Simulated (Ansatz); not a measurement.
# SiO2 with one O vacancy: vacancy hop, part 2 of 2

How high is the barrier for the vacancy hop? Relax the two ends, then run a nudged elastic band between them. Host space group C2/c.

Ansatz 0.2.0; DFT PBEsol, plane waves, PAW, scalar-relativistic, no spin polarisation. The steps go on from the part before.

### Step 5. The output, continued: end point B relaxed

Output, continued:

```text
relax step   4: F+E_penalty+E_count = -9915.96856004 eV  Δ(F+E_penalty+E_count) = -6.101e-2 eV  max|allowed force component| = 3.959e-1 eV/Å  Δτ_max = 0.0941 Å  (6 SCF iters, dr2 threshold 1.18e-5 eV, accepted)
SCF iter   1: F=—  HF=-9916.017692 eV  |F-HF|=—  |Δ(HF+E_count)|=         —  Δρ=5.97e-3  dr2=5.69e-2  ethr=6.82e-4  ⟨swp⟩=5.0  Hψ=1196  notcnv=0  defer=98
preconditioner: auto → Resta (q_TF=auto, 2.337 Å⁻¹)  ε∞=3.1  [insulator: Δε(μ)=5.132 eV  Ē_g=16.047 eV  σ=0.050 eV  W_gap=1.00  n_scr=48 (ndim 8)  ℏωp=23.3 eV  f_vac=0.119  D(μ)=0.00/eV (n_scr^D=0)  ε∞_Penn≈3.1]
SCF iter   2: F=—  HF=-9916.002785 eV  |F-HF|=—  |Δ(HF+E_count)|=   1.49e-2  Δρ=3.18e-3  dr2=1.62e-2  ethr=6.32e-5  ⟨swp⟩=2.6  Hψ=850  notcnv=0  defer=98
SCF iter   3: F=—  HF=-9915.998737 eV  |F-HF|=—  |Δ(HF+E_count)|=   4.05e-3  Δρ=9.77e-4  dr2=1.47e-3  ethr=1.80e-5  ⟨swp⟩=2.0  Hψ=704  notcnv=0  defer=98
SCF iter   4: F=—  HF=-9915.998513 eV  |F-HF|=—  |Δ(HF+E_count)|=   2.25e-4  Δρ=2.53e-4  dr2=8.77e-5  ethr=1.63e-6  ⟨swp⟩=2.0  Hψ=716  notcnv=0  defer=98
SCF iter   5: F=-9915.998549 eV  HF=-9915.998545 eV  |F-HF|=4.40e-6  |Δ(HF+E_count)|=   3.22e-5  Δρ=5.96e-5  dr2=8.77e-6  ethr=1.09e-8  ⟨swp⟩=4.0  Hψ=2039  notcnv=0
SCF 5 converged in 5 iterations: F = -9915.998549 eV  dr2 = 8.77e-6
relax step   5: F+E_penalty+E_count = -9915.99854925 eV  Δ(F+E_penalty+E_count) = -2.999e-2 eV  max|allowed force component| = 8.957e-2 eV/Å  Δτ_max = 0.0829 Å  (5 SCF iters, dr2 threshold 9.80e-6 eV, accepted)
SCF iter   1: F=—  HF=-9916.007035 eV  |F-HF|=—  |Δ(HF+E_count)|=         —  Δρ=3.58e-3  dr2=1.99e-2  ethr=2.29e-4  ⟨swp⟩=4.5  Hψ=1259  notcnv=0  defer=98
preconditioner: auto → Resta (q_TF=auto, 2.337 Å⁻¹)  ε∞=3.1  [insulator: Δε(μ)=5.141 eV  Ē_g=16.029 eV  σ=0.050 eV  W_gap=1.00  n_scr=48 (ndim 8)  ℏωp=23.3 eV  f_vac=0.118  D(μ)=0.00/eV (n_scr^D=0)  ε∞_Penn≈3.1]
SCF iter   2: F=—  HF=-9916.001884 eV  |F-HF|=—  |Δ(HF+E_count)|=   5.15e-3  Δρ=1.93e-3  dr2=5.81e-3  ethr=2.21e-5  ⟨swp⟩=2.0  Hψ=836  notcnv=0  defer=98
SCF iter   3: F=—  HF=-9916.000455 eV  |F-HF|=—  |Δ(HF+E_count)|=   1.43e-3  Δρ=4.34e-4  dr2=2.74e-4  ethr=6.46e-6  ⟨swp⟩=2.0  Hψ=674  notcnv=0  defer=98
SCF iter   4: F=—  HF=-9916.000409 eV  |F-HF|=—  |Δ(HF+E_count)|=   4.52e-5  Δρ=1.57e-4  dr2=3.44e-5  ethr=3.05e-7  ⟨swp⟩=2.0  Hψ=743  notcnv=0  defer=98
SCF iter   5: F=—  HF=-9916.000514 eV  |F-HF|=—  |Δ(HF+E_count)|=   1.04e-4  Δρ=4.70e-5  dr2=4.61e-6  ethr=3.82e-8  ⟨swp⟩=2.0  Hψ=595  notcnv=0  defer=98
SCF iter   6: F=—  HF=-9916.000516 eV  |F-HF|=—  |Δ(HF+E_count)|=   1.84e-6  Δρ=2.00e-5  dr2=8.15e-7  ethr=5.12e-9  ⟨swp⟩=2.0  Hψ=678  notcnv=0  defer=98
SCF iter   7: F=-9916.000516 eV  HF=-9916.000516 eV  |F-HF|=5.26e-8  |Δ(HF+E_count)|=   1.50e-7  Δρ=6.12e-6  dr2=7.35e-8  ethr=1.11e-10  ⟨swp⟩=4.0  Hψ=2186  notcnv=0
SCF 6 converged in 7 iterations: F = -9916.000516 eV  dr2 = 7.35e-8
relax step   6: F+E_penalty+E_count = -9916.00051575 eV  Δ(F+E_penalty+E_count) = -1.967e-3 eV  max|allowed force component| = 8.694e-2 eV/Å  Δτ_max = 0.0388 Å  (7 SCF iters, accepted)
SCF iter   1: F=—  HF=-9916.002811 eV  |F-HF|=—  |Δ(HF+E_count)|=         —  Δρ=1.77e-3  dr2=4.85e-3  ethr=5.28e-5  ⟨swp⟩=3.2  Hψ=1119  notcnv=0  defer=98
preconditioner: auto → Resta (q_TF=auto, 2.337 Å⁻¹)  ε∞=3.1  [insulator: Δε(μ)=5.149 eV  Ē_g=16.036 eV  σ=0.050 eV  W_gap=1.00  n_scr=48 (ndim 8)  ℏωp=23.3 eV  f_vac=0.118  D(μ)=0.00/eV (n_scr^D=0)  ε∞_Penn≈3.1]
SCF iter   2: F=—  HF=-9916.001557 eV  |F-HF|=—  |Δ(HF+E_count)|=   1.25e-3  Δρ=9.51e-4  dr2=1.41e-3  ethr=5.39e-6  ⟨swp⟩=2.0  Hψ=834  notcnv=0  defer=98
SCF iter   3: F=—  HF=-9916.001222 eV  |F-HF|=—  |Δ(HF+E_count)|=   3.35e-4  Δρ=2.74e-4  dr2=1.11e-4  ethr=1.57e-6  ⟨swp⟩=2.0  Hψ=670  notcnv=0  defer=98
SCF iter   4: F=—  HF=-9916.001195 eV  |F-HF|=—  |Δ(HF+E_count)|=   2.68e-5  Δρ=7.66e-5  dr2=6.62e-6  ethr=1.23e-7  ⟨swp⟩=2.0  Hψ=749  notcnv=0  defer=98
SCF iter   5: F=—  HF=-9916.001300 eV  |F-HF|=—  |Δ(HF+E_count)|=   1.05e-4  Δρ=1.86e-5  dr2=7.30e-7  ethr=7.36e-9  ⟨swp⟩=2.0  Hψ=649  notcnv=0  defer=98
SCF iter   6: F=—  HF=-9916.001300 eV  |F-HF|=—  |Δ(HF+E_count)|=   1.41e-7  Δρ=8.11e-6  dr2=1.25e-7  ethr=1.11e-10  ⟨swp⟩=5.0  Hψ=1880  notcnv=0
SCF iter   7: F=-9916.001300 eV  HF=-9916.001300 eV  |F-HF|=7.43e-9  |Δ(HF+E_count)|=   3.58e-8  Δρ=3.18e-6  dr2=1.74e-8  ethr=1.11e-10  ⟨swp⟩=5.0  Hψ=1839  notcnv=0
SCF 7 converged in 7 iterations: F = -9916.001300 eV  dr2 = 1.74e-8
relax step   7: F+E_penalty+E_count = -9916.00130039 eV  Δ(F+E_penalty+E_count) = -7.846e-4 eV  max|allowed force component| = 2.173e-2 eV/Å  Δτ_max = 0.0185 Å  (7 SCF iters, accepted)
SCF converged after 7 iterations
Free energy (F): -9916.001300 eV
Harris-Foulkes:  -9916.001300 eV  (|F-HF|=7.43e-9)
Internal energy: -9916.001300 eV  (E = F + TS)
E sigma→0 (E₀):  -9916.001300 eV
Fermi energy:    5.307573 eV
--- Per-component energies (eV) ---
  E_band       = -410.922092
  E_kinetic    = 2147.181027
  E_local      = -5629.717158  (includes V_loc(G=0)·N_el)
  E_nonlocal   = 711.958833
  E_hartree    = 2075.606382
  E_xc         = -1117.578950
  E_vxc        = -1290.479665  (∫ρ·V_xc dr)
  E_paw        = -4725.040275  (= ΣΔE_a)
  E_vpaw       = -501.088403  (= ΣTr[D̂ρ^β])
  E_aug_tail   = 0.009130  (compensation charges beyond the density's cutoff)
  E_ewald      = -3378.997822
  E_core_change = 0.577531  (= ΣΔE_core)
  E_smearing   = -0.000000  (= −TS)
  E_closure    = 0.000000  (closes the sum)
  Σ components = -9916.001300   (vs F -9916.001300, Δ=0.00e0)
--- Forces (eV/Å), atoms counted from 1 ---
  atom   1  Si    -0.00714577     0.00037646    -0.00752108
  atom   2  Si     0.00681463    -0.01208846    -0.01470784
  atom   3  Si    -0.01626369     0.00077903     0.01268824
  atom   4  Si    -0.00185181     0.01090866    -0.00188977
  atom   5  Si     0.00264175     0.00376492     0.02173321
  atom   6  Si     0.01467828     0.00520358     0.00026049
  atom   7  O     -0.00338091    -0.00602432    -0.00098459
  atom   8  O     -0.00480253     0.00578887     0.00911194
  atom   9  O      0.00232268    -0.00118738    -0.00616568
  atom  10  O      0.00035394    -0.01159510    -0.00604169
  atom  11  O     -0.00949986     0.00025311    -0.00647936
  atom  12  O     -0.00122728    -0.00091490     0.00415768
  atom  13  O      0.00067527     0.00368542     0.00208072
  atom  14  O      0.01214659     0.00533033    -0.00136809
  atom  15  O      0.00639958     0.00127764     0.00299871
  atom  16  O     -0.00239888     0.00241345     0.00163857
  atom  17  O      0.00052039    -0.00798073    -0.00950409
  max |Σ_I F_I| component: 1.76e-5 eV/Å
--- Relaxed structure (7 steps of the walk, 7 accepted, 0 SCFs on fresh bases) ---
  F+E_penalty+E_count = -9916.00130039 eV   max|allowed force component| = 2.173e-2 eV/Å
  atoms:
    - { symbol: Si, position: [0.00882549804336158, 0.9917071219538948, 0.7488701486459501] }
    - { symbol: Si, position: [1.0211477794444817, -0.04138042672992166, 0.2235339835403904] }
    - { symbol: Si, position: [0.9178378250653101, 0.41067303281204987, 0.15192541144931723] }
    - { symbol: Si, position: [0.5870299518014408, 0.06947315813316793, 0.33147102689212543] }
    - { symbol: Si, position: [0.07664674985660863, 0.6253239996830924, 0.8837901725546455] }
    - { symbol: Si, position: [0.4034254009414582, 0.9406555439480957, 0.6658629079440419] }
    - { symbol: O, position: [0.22622654724639674, 0.3586477096312128, 0.2927225200406176] }
    - { symbol: O, position: [0.6288820465333589, 0.7681551307283254, 0.1964285774556199] }
    - { symbol: O, position: [0.7664564233208985, 0.6861455974776435, 0.7304240390576892] }
    - { symbol: O, position: [0.3298809177733728, 0.256228061908537, 0.8235300344364288] }
    - { symbol: O, position: [0.9076936783768838, 0.29886657760560087, 0.9247628392737295] }
    - { symbol: O, position: [0.7170304644401388, 0.07777871051086341, 0.5609748297209237] }
    - { symbol: O, position: [0.29240931578940277, 0.9073332557303477, 0.4298935061738495] }
    - { symbol: O, position: [0.8825156576629627, 0.24762285991571065, 0.18754658574423214] }
    - { symbol: O, position: [0.7522380632441994, 0.07269607286986302, 0.26789493322898084] }
    - { symbol: O, position: [0.13740204208222584, 0.7401219853418607, 0.8191548264656825] }
    - { symbol: O, position: [0.27375103837749876, 0.8609510084796567, 0.693613567375777] }
```

It took 37 s on 1 thread of Arm Neoverse V1, shared host; peak memory 0.48 GiB.

The steps of the relaxation:

```
step  energy from step 1 (eV/cell)  largest force component (eV/Å)
   1                        0.0000                          3.3614
   2                       -0.7295                          1.7466
   3                       -0.9630                          0.4344
   4                       -1.0240                          0.3959
   5                       -1.0540                          0.0896
   6                       -1.0560                          0.0869
   7                       -1.0568                          0.0217
```

Step 1 is the start.

Largest move: O15, 0.42 Å.

### Step 6. The band

crystal.atoms is end A as relaxed above, and neb.final_atoms is end B. With 7 inner images the band has 9 in all.

Contents of input.yaml:

```yaml
crystal:
  lattice:
    - [6.903997, -2.4346, 0.0]
    - [6.903997, 2.4346, 0.0]
    - [-5.505606, 0.0, 6.784189]
  atoms:
    - { symbol: Si, position: [0.00968893, 0.98984052, 0.75140788] }
    - { symbol: Si, position: [1.04208764, -0.02161415, 0.2767661] }
    - { symbol: Si, position: [0.93147583, 0.41217971, 0.16855416] }
    - { symbol: Si, position: [0.59036655, 0.08142366, 0.34830987] }
    - { symbol: Si, position: [0.06025149, 0.59563802, 0.83456583] }
    - { symbol: Si, position: [0.375675, 0.92219283, 0.61625858] }
    - { symbol: O, position: [0.23284037, 0.37025916, 0.30366922] }
    - { symbol: O, position: [0.64252836, 0.77300372, 0.20721938] }
    - { symbol: O, position: [0.74485096, 0.66918933, 0.67664331] }
    - { symbol: O, position: [0.31459673, 0.23248766, 0.77023599] }
    - { symbol: O, position: [0.9234098, 0.28198337, 0.93906497] }
    - { symbol: O, position: [0.70250847, 0.09102726, 0.57544161] }
    - { symbol: O, position: [0.09297179, 0.70708254, 0.0704632] }
    - { symbol: O, position: [0.92796618, 0.2470289, 0.23198078] }
    - { symbol: O, position: [0.75322585, 0.11737203, 0.31315676] }
    - { symbol: O, position: [0.14040637, 0.72527008, 0.80716516] }
    - { symbol: O, position: [0.2611261, 0.86100845, 0.68079029] }
basis:
  ecutwfc: 420.0
kpoints:
  mp_grid: { grid: [2, 2, 2] }
hamiltonian:
  xc: pbesol
  pseudopotentials: { kind: paw, azcp: { folder: soft_1 } }
scf:
  occupations: { method: fermi_dirac, width: 0.05 }
  lower_state_search: "off"
neb:
  images: 7
  f_tol: 0.05
  initial_path: idpp
  max_iterations: 43
  spring: { min: 2.0, max: 10.0 }
  final_atoms:
    - { symbol: Si, position: [0.0088255, 0.99170712, 0.74887015] }
    - { symbol: Si, position: [1.02114778, -0.04138043, 0.22353398] }
    - { symbol: Si, position: [0.91783783, 0.41067303, 0.15192541] }
    - { symbol: Si, position: [0.58702995, 0.06947316, 0.33147103] }
    - { symbol: Si, position: [0.07664675, 0.625324, 0.88379017] }
    - { symbol: Si, position: [0.4034254, 0.94065554, 0.66586291] }
    - { symbol: O, position: [0.22622655, 0.35864771, 0.29272252] }
    - { symbol: O, position: [0.62888205, 0.76815513, 0.19642858] }
    - { symbol: O, position: [0.76645642, 0.6861456, 0.73042404] }
    - { symbol: O, position: [0.32988092, 0.25622806, 0.82353003] }
    - { symbol: O, position: [0.90769368, 0.29886658, 0.92476284] }
    - { symbol: O, position: [0.71703046, 0.07777871, 0.56097483] }
    - { symbol: O, position: [0.29240932, 0.90733326, 0.42989351] }
    - { symbol: O, position: [0.88251566, 0.24762286, 0.18754659] }
    - { symbol: O, position: [0.75223806, 0.07269607, 0.26789493] }
    - { symbol: O, position: [0.13740204, 0.74012199, 0.81915483] }
    - { symbol: O, position: [0.27375104, 0.86095101, 0.69361357] }
  order_check: true
```

Command:

```sh
$ ansatz run input.yaml --threads 1 --pin off --max-ram 3072MiB --backend cpu --events-out ev --progress --plain --runs-dir out
```

Standard output, shortened:

```text
Warning: neb: disabling space-group detection — the band's intermediate images generally break the endpoint symmetry, so no spatial operation reduces the k-mesh or symmetrises the density, except that a semilocal band can use its path's symmetry ahead of convergence; time reversal is [...]
Warning: <dir> the record states the generating functional pbe (its physics header spells it `PBE`), which answers neither for hamiltonian.xc's functional nor for the pbesol family's — results may be inconsistent (PPs are generated against a specific XC)
[...]
Warning: RAYON_NUM_THREADS=1 ignored (pool sized by the plan → 1); use --threads N
[...]
[... 1 set-up line as earlier in the session ...]
[...]
NEB end point (image 8): max|allowed force component| = 2.174e-2 eV/Å (the criterion of neb.relax_end_points is 1.000e-2)
NEB image 1
SCF iter   1: F=—  HF=-9923.093959 eV  |F-HF|=—  |Δ(HF+E_count)|=         —  Δρ=1.15e-1  dr2=2.79e1  ethr=3.10e-3  ⟨swp⟩=6.5  Hψ=2432  notcnv=0  defer=29
[...]
NEB image 2
[...]
NEB image 3
[...]
NEB image 4
[...]
NEB image 5
[...]
NEB image 6
[...]
NEB image 7
[...]
NEB iter   1: max|band force component| = 9.077e0 eV/Å  barrier→ = 5.9360 eV  barrier← = 5.9360 eV  Δτ_max = 0.1953 Å  (98 SCF iters)
[...]
NEB iter   6: max|band force component| = 1.485e0 eV/Å  barrier→ = 4.6391 eV  barrier← = 4.6390 eV  CI = image 4  Δτ_max = 0.0843 Å  (58 SCF iters)
NEB iter   7: max|band force component| = 5.360e-1 eV/Å  barrier→ = 4.7345 eV  barrier← = 4.7345 eV  CI = image 4  Δτ_max = 0.0447 Å  (59 SCF iters)
```

### Step 7. The output, continued: band between the two ends

The log, continued, shortened:

```text
NEB iter   8: max|band force component| = 1.139e-1 eV/Å  barrier→ = 4.7335 eV  barrier← = 4.7334 eV  CI = image 4  Δτ_max = 0.0313 Å  (54 SCF iters)
[...]
NEB iter  10: max|band force component| = 7.122e-2 eV/Å  barrier→ = 4.7261 eV  barrier← = 4.7260 eV  CI = image 4  Δτ_max = 0.0156 Å  (48 SCF iters)
[...]
    - { symbol: O, position: [0.31525006619713114, 0.6976911573205735, 0.26375184579002964] }
    - { symbol: O, position: [0.8773064562076351, 0.2638130657970226, 0.19714147513734467] }
    - { symbol: O, position: [0.7306902207539983, 0.11954196813367918, 0.2958210830560808] }
    - { symbol: O, position: [0.15227038162725082, 0.7260230085101721, 0.8194622765180269] }
    - { symbol: O, position: [0.2734085844051217, 0.8469845963046511, 0.6781969956454311] }
```

Wall time 16 min (1 thread of Arm Neoverse V1, shared host); peak memory 0.88 GiB.

### Step 8. The band, image by image

Images 0 and 8 are the ends. Energies count from image 0; the path length is the program's own measure over all atoms.

| image | path (Å) | energy (eV) | Si5–O13 (Å) | Si6–O13 (Å) | Si2–Si6 (Å) | Si2–Si5 (Å) | O13 x y z (Å) | band force (eV/Å) |
| --- | --- | --- | --- | --- | --- | --- | --- | --- |
| 0 | 0.000 | 0.0000 | 1.64 | 3.73 | 2.49 | 3.16 | 5.14 1.50 0.48 | - |
| 1 | 0.875 | 0.7008 | 1.76 | 3.44 | 2.53 | 3.05 | 5.39 1.17 0.87 | 0.021 |
| 2 | 1.315 | 2.5551 | 2.23 | 3.05 | 2.51 | 3.13 | 5.47 1.01 1.26 | 0.011 |
| 3 | 1.636 | 3.9400 | 2.58 | 2.76 | 2.59 | 3.11 | 5.51 0.95 1.56 | 0.011 |
| 4* | 1.915 | 4.7157 | 2.78 | 2.57 | 2.77 | 2.94 | 5.54 0.93 1.79 | 0.022 |
| 5 | 2.161 | 3.9317 | 2.92 | 2.41 | 2.94 | 2.75 | 5.57 0.95 1.97 | 0.012 |
| 6 | 2.446 | 2.3609 | 3.13 | 2.13 | 3.03 | 2.61 | 5.60 1.01 2.22 | 0.013 |
| 7 | 2.856 | 0.5844 | 3.48 | 1.74 | 3.04 | 2.56 | 5.68 1.19 2.56 | 0.013 |
| 8 | 3.681 | 0.0000 | 3.73 | 1.64 | 3.16 | 2.49 | 5.92 1.50 2.92 | - |

The star marks the climbing image.

image, energy (eV) and a bar:
```
        0      0.000 
        1      0.701 ####
        2      2.555 ################
        3      3.940 #########################
        4      4.716 ##############################
        5      3.932 #########################
        6      2.361 ###############
        7      0.584 ####
        8      0.000
```

How the highest energy settled:

```csv
iteration,highest image above image 0 (eV),largest band force (eV/Å)
1,5.9360,9.077
3,4.8656,0.854
5,4.7158,0.522
7,4.7345,0.536
9,4.7283,0.123
11,4.7238,0.062
13,4.7201,0.040
15,4.7171,0.119
17,4.7159,0.105
18,4.7157,0.022
```

The band as a trajectory file:

```xyz
17
Lattice="6.904 -2.435 0.000 6.904 2.435 0.000 -5.506 0.000 6.784" Properties=species:S:1:pos:R:3 pbc="T T T" image=0 dE=0.0000
Si    2.764    2.386    5.098
Si    5.522   -2.590    1.878
Si    8.349   -1.264    1.144
Si    2.720   -1.239    2.363
Si   -0.067    1.303    5.662
Si    5.568    1.331    4.181
O     2.492    0.335    2.060
O     8.632    0.318    1.406
O     6.037   -0.184    4.590
O    -0.464   -0.200    5.225
O     3.152   -1.562    6.371
O     2.310   -1.489    3.904
O     5.136    1.495    0.478
O     6.835   -1.658    1.574
O     4.286   -1.548    2.125
O     1.533    1.424    5.476
O     3.999    1.460    4.619
17
Lattice="6.904 -2.435 0.000 6.904 2.435 0.000 -5.506 0.000 6.784" Properties=species:S:1:pos:R:3 pbc="T T T" image=1 dE=0.7008
Si    2.759    2.340    5.041
Si    5.583   -2.482    1.973
Si    8.328   -1.228    1.021
Si    2.687   -1.229    2.276
Si   -0.043    1.311    5.901
Si    5.608    1.397    4.305
O     2.351    0.340    2.043
O     8.659    0.345    1.253
O     6.118   -0.116    4.776
O    -0.593   -0.140    5.473
O     3.214   -1.571    6.271
O     2.289   -1.583    3.807
O     5.393    1.174    0.874
O     6.765   -1.523    1.349
O     4.257   -1.516    1.989
O     1.536    1.410    5.543
O     3.987    1.397    4.562
17
Lattice="6.904 -2.435 0.000 6.904 2.435 0.000 -5.506 0.000 6.784" Properties=species:S:1:pos:R:3 pbc="T T T" image=2 dE=2.5551
Si    2.772    2.343    5.051
Si    5.582   -2.427    1.977
Si    8.336   -1.218    1.026
Si    2.680   -1.218    2.286
Si   -0.048    1.327    5.835
Si    5.608    1.431    4.279
O     2.340    0.350    2.062
O     8.665    0.351    1.261
O     6.123   -0.113    4.712
O    -0.588   -0.142    5.498
O     3.229   -1.573    6.280
O     2.297   -1.579    3.822
O     5.466    1.014    1.261
O     6.766   -1.511    1.311
O     4.241   -1.496    1.972
O     1.537    1.409    5.552
O     3.990    1.390    4.580
17
Lattice="6.904 -2.435 0.000 6.904 2.435 0.000 -5.506 0.000 6.784" Properties=species:S:1:pos:R:3 pbc="T T T" image=3 dE=3.9400
Si    2.779    2.342    5.065
Si    5.569   -2.396    1.912
Si    8.351   -1.214    1.038
Si    2.676   -1.214    2.306
Si   -0.054    1.351    5.799
Si    5.611    1.428    4.280
O     2.344    0.354    2.079
O     8.671    0.354    1.276
O     6.124   -0.116    4.676
O    -0.576   -0.137    5.501
O     3.236   -1.575    6.294
O     2.305   -1.576    3.840
O     5.507    0.946    1.563
O     6.778   -1.503    1.312
O     4.236   -1.490    1.979
O     1.542    1.403    5.557
O     3.994    1.391    4.593
17
Lattice="6.904 -2.435 0.000 6.904 2.435 0.000 -5.506 0.000 6.784" Properties=species:S:1:pos:R:3 pbc="T T T" image=4 dE=4.7157
Si    2.777    2.339    5.083
Si    5.541   -2.386    1.773
Si    8.366   -1.212    1.051
Si    2.676   -1.211    2.327
Si   -0.062    1.387    5.834
Si    5.613    1.391    4.315
O     2.351    0.356    2.096
O     8.679    0.356    1.293
O     6.129   -0.125    4.654
O    -0.566   -0.131    5.489
O     3.243   -1.576    6.310
O     2.314   -1.573    3.857
O     5.541    0.931    1.789
O     6.793   -1.494    1.337
O     4.241   -1.488    2.007
O     1.552    1.397    5.559
O     4.001    1.396    4.601
17
Lattice="6.904 -2.435 0.000 6.904 2.435 0.000 -5.506 0.000 6.784" Properties=species:S:1:pos:R:3 pbc="T T T" image=5 dE=3.9317
Si    2.776    2.340    5.101
Si    5.513   -2.396    1.631
Si    8.371   -1.211    1.070
Si    2.685   -1.211    2.345
Si   -0.062    1.418    5.880
Si    5.610    1.352    4.345
O     2.359    0.356    2.113
O     8.686    0.357    1.310
O     6.138   -0.134    4.654
O    -0.562   -0.125    5.471
O     3.250   -1.576    6.328
O     2.320   -1.571    3.875
O     5.569    0.949    1.972
O     6.805   -1.487    1.371
O     4.254   -1.489    2.040
O     1.561    1.393    5.569
O     4.012    1.403    4.607
17
Lattice="6.904 -2.435 0.000 6.904 2.435 0.000 -5.506 0.000 6.784" Properties=species:S:1:pos:R:3 pbc="T T T" image=6 dE=2.3609
Si    2.782    2.341    5.117
Si    5.489   -2.424    1.516
Si    8.371   -1.213    1.090
Si    2.699   -1.213    2.360
Si   -0.058    1.426    5.900
Si    5.606    1.324    4.328
O     2.368    0.355    2.129
O     8.693    0.356    1.327
O     6.149   -0.143    4.668
O    -0.560   -0.119    5.446
O     3.257   -1.577    6.345
O     2.325   -1.569    3.891
O     5.604    1.014    2.217
O     6.806   -1.488    1.394
O     4.269   -1.495    2.058
O     1.564    1.393    5.585
O     4.018    1.410    4.615
17
Lattice="6.904 -2.435 0.000 6.904 2.435 0.000 -5.506 0.000 6.784" Properties=species:S:1:pos:R:3 pbc="T T T" image=7 dE=0.5844
Si    2.793    2.341    5.130
Si    5.475   -2.481    1.454
Si    8.361   -1.223    1.105
Si    2.713   -1.222    2.365
Si   -0.054    1.394    5.882
Si    5.600    1.309    4.291
O     2.379    0.350    2.136
O     8.685    0.347    1.347
O     6.150   -0.145    4.708
O    -0.555   -0.117    5.397
O     3.264   -1.579    6.362
O     2.338   -1.567    3.901
O     5.679    1.190    2.562
O     6.790   -1.507    1.387
O     4.276   -1.514    2.027
O     1.565    1.400    5.609
O     4.017    1.412    4.631
17
Lattice="6.904 -2.435 0.000 6.904 2.435 0.000 -5.506 0.000 6.784" Properties=species:S:1:pos:R:3 pbc="T T T" image=8 dE=0.0000
Si    2.785    2.393    5.080
Si    5.534   -2.587    1.516
Si    8.336   -1.235    1.031
Si    2.708   -1.260    2.249
Si   -0.019    1.336    5.996
Si    5.614    1.308    4.517
O     2.426    0.322    1.986
O     8.564    0.339    1.333
O     6.007   -0.196    4.955
O    -0.488   -0.179    5.587
O     3.239   -1.482    6.274
O     2.399   -1.556    3.806
O     5.916    1.497    2.916
O     6.770   -1.546    1.272
O     4.220   -1.654    1.817
O     1.548    1.467    5.557
O     4.015    1.430    4.706
```

### Step 9. Results

This closing draws on all 2 parts.

| quantity | value |
| --- | --- |
| end A | 6 moves, 1.998 eV lower |
| end B | 6 moves, 1.057 eV lower |
| barrier forwards | 4.72 eV |
| barrier backwards | 4.72 eV |
| second end relative to first | 0.000 eV |
| highest image | 4 of 0 to 8, climbing |
| band iterations | 18 |
| lowest curvatures at the top | -28.86 and -0.07 eV/Å² |

In words: The top lies 4.72 eV above the first end, or 182 kT at room temperature. The two ends lie within 1 meV of each other. The test of curvatures at the top gave "unresolved", so the point may be no simple saddle. The program warns about the band near its top, so the barrier is in doubt. A cell of 17 atoms lets the moving atom feel its images, and convergence in size and mesh was not shown.
